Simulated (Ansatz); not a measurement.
# Li: the cost of one run

Method: DFT PBE, scalar-relativistic, in Ansatz 0.2.0.

## 1. The structure to begin with

Symmetry: R-3m, No. 166, trigonal system. Conventional cell: a = 3.101 Å, b = 3.101 Å, c = 22.765 Å, α = 90.00°, β = 90.00°, γ = 120.00°. Li (site symmetry -3m) is surrounded by 12 Li at 3.10 Å. Around Li (site symmetry 3m) lie 12 Li at 3.09 to 3.10 Å.

Coordinates:

```cif
data_structure
_symmetry_space_group_name_H-M 'R-3m:H'
_symmetry_Int_Tables_number 166
_cell_length_a 3.1010
_cell_length_b 3.1010
_cell_length_c 22.7649
_cell_angle_alpha 90.000
_cell_angle_beta 90.000
_cell_angle_gamma 120.000
_cell_volume 189.58
loop_
_atom_site_label
_atom_site_type_symbol
_atom_site_symmetry_multiplicity
_atom_site_Wyckoff_symbol
_atom_site_fract_x
_atom_site_fract_y
_atom_site_fract_z
_atom_site_occupancy
Li1 Li 3 a 0.00000 0.00000 0.00000 1
Li2 Li 6 c 0.33333 0.66667 0.88867 1
```

The file gives the conventional cell by its symmetry; the runs use the cell typed in the input.

Atoms are numbered in the order of the input: Li1, Li2, Li3.

## 2. Volume × 0.96, LAPW

input.yaml

```yaml
crystal:
  lattice:
    - [1.5295437082, 0.8830824716, 7.4857428335]
    - [-1.5295437082, 0.8830824716, 7.4857428335]
    - [0.0, -1.7661649434, 7.4857428335]
  atoms:
    - { symbol: Li, position: [0.0, 0.0, 0.0] }
    - { symbol: Li, position: [0.222, 0.222, 0.222] }
    - { symbol: Li, position: [0.778, 0.778, 0.778] }
kpoints:
  mp_grid: { grid: [12, 12, 12] }
  band_path:
    path:
      - [0.0, 0.0, 0.0]
      - [0.5, 0.5, 0.5]
      - [0.824055609, 0.175944391, 0.5]
      - [0.5, -0.175944391, 0.175944391]
      - [0.5, 0.0, 0.0]
      - [0.0, 0.0, 0.0]
      - [0.3379721955, -0.3379721955, 0.0]
      - [0.6620278045, 0.0, 0.3379721955]
      - [0.5, 0.0, 0.5]
    npoints: 5
scf:
  occupations: { method: fermi_dirac, width: 0.05 }
hamiltonian:
  xc: pbe
  pseudopotentials: { kind: all_electron, lapw: { basis_error: 0.001 } }
output:
  forces: true
  stress: true
  eigenvalues: true
```

Run with:

```console
ansatz run input.yaml --threads 1 --pin off --max-ram 6144MiB --backend cpu --events-out ev --progress --plain --runs-dir out
```

Q: Estimate wall time and peak memory on 1 thread of Arm Neoverse V1, shared host.

About 7.1 s, with a peak of 0.25 GiB.
